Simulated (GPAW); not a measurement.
## Ni: band structure with PBE

The system is Ni.

```
Ni
1.0
     0.00000    1.73757    1.73757
     1.73757    0.00000    1.73757
     1.73757    1.73757    0.00000
Ni
1
Cartesian
  0.0000 0.0000 0.0000
```

```json
{"Program": "GPAW 26.7.0", "Task": "band structure", "Functional": "PBE", "Potentials or basis": "GPAW PAW data sets (gpaw-data 1.2.1)", "Cutoff": "600 eV", "Basis": "pw", "k mesh": "13 × 13 × 13", "Occupations": "fermi-dirac, width 0.05 eV", "Spin": "collinear spin, ferromagnetic start", "Starting moments": "[1.0] μB", "Maxiter": "150", "Band path": "GXWKGLUWLK,UX", "Band points": "100"}
```

```
Pressure                : 10.6 GPa
Band gap along the path : none (metal or under the smearing width)
Net moment              : 0.63 μB per cell
Site moments            : Ni +0.67 μB
```

Levels at the corners of the path, in eV from the Fermi level:
Spin up:
| point | band 4 | band 5 | band 6 | band 7 | band 8 | band 9 | band 10 |
| --- | --- | --- | --- | --- | --- | --- | --- |
| Γ | -9.48 | -2.61 | -2.61 | -2.61 | -1.34 | -1.34 | 23.93 |
| X | -4.98 | -4.49 | -0.56 | -0.46 | -0.46 | 2.25 | 9.54 |
| W | -4.06 | -3.31 | -3.31 | -1.42 | -0.46 | 7.85 | 7.85 |
| K | -4.26 | -4.00 | -2.29 | -1.17 | -0.74 | 5.78 | 7.41 |
| Γ | -9.48 | -2.61 | -2.61 | -2.61 | -1.34 | -1.34 | 23.93 |
| L | -5.16 | -2.59 | -2.59 | -0.61 | -0.61 | -0.59 | 5.93 |
| U | -4.26 | -4.00 | -2.29 | -1.17 | -0.74 | 5.78 | 7.41 |
| W | -4.06 | -3.31 | -3.31 | -1.42 | -0.46 | 7.85 | 7.85 |
| L | -5.16 | -2.59 | -2.59 | -0.61 | -0.61 | -0.59 | 5.93 |
| K | -4.26 | -4.00 | -2.29 | -1.17 | -0.74 | 5.78 | 7.41 |
| U | -4.26 | -4.00 | -2.29 | -1.17 | -0.74 | 5.78 | 7.41 |
| X | -4.98 | -4.49 | -0.56 | -0.46 | -0.46 | 2.25 | 9.54 |
Spin down:
```
point  band 4  band 5  band 6  band 7  band 8  band 9  band 10
    Γ   -9.51   -1.84   -1.84   -1.84   -0.73   -0.73    23.74
    X   -4.64   -3.87    0.07    0.43    0.43    2.21     9.82
    W   -3.68   -2.70   -2.70   -0.85    0.43    8.06     8.06
    K   -3.85   -3.45   -1.67   -0.58    0.13    6.02     7.61
    Γ   -9.51   -1.84   -1.84   -1.84   -0.73   -0.73    23.74
    L   -4.72   -1.97   -1.97   -0.65    0.17    0.17     6.39
    U   -3.85   -3.45   -1.67   -0.58    0.13    6.02     7.61
    W   -3.68   -2.70   -2.70   -0.85    0.43    8.06     8.06
    L   -4.72   -1.97   -1.97   -0.65    0.17    0.17     6.39
    K   -3.85   -3.45   -1.67   -0.58    0.13    6.02     7.61
    U   -3.85   -3.45   -1.67   -0.58    0.13    6.02     7.61
    X   -4.64   -3.87    0.07    0.43    0.43    2.21     9.82
```

Run time: 30 s on 1 thread of Arm Neoverse V2, on a shared host, peak memory 0.19 GiB.

Caveat: the stock nickel data set gives pressures a few GPa off other programs.
